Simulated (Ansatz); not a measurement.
Computed with DFT PBE, scalar-relativistic, plane waves, PAW (Ansatz).

Settings: cutoff 420 eV, Γ-centred mesh 6×6×6 on the computed 2-atom cell, Gaussian smearing of 0.02 eV; no spin polarisation.

Structure with the computed forces (eV/Å) in the last three columns:

```xyz
2
Lattice="0.0749 3.1577 3.3553 3.4811 -0.0509 3.4811 3.3553 3.1577 0.0749" Properties=species:S:1:pos:R:3:forces:R:3 pbc="T T T" pressure_GPa=0.96
K     0.0320    0.0864    0.0320   -0.0430   -0.3910   -0.0430
Br    3.4236    3.0458    3.4236    0.0440    0.3910    0.0440
```

Stress tensor (GPa, compression positive):

```
 0.02  0.01 -0.30
 0.01  2.85  0.01
-0.30  0.01  0.02
```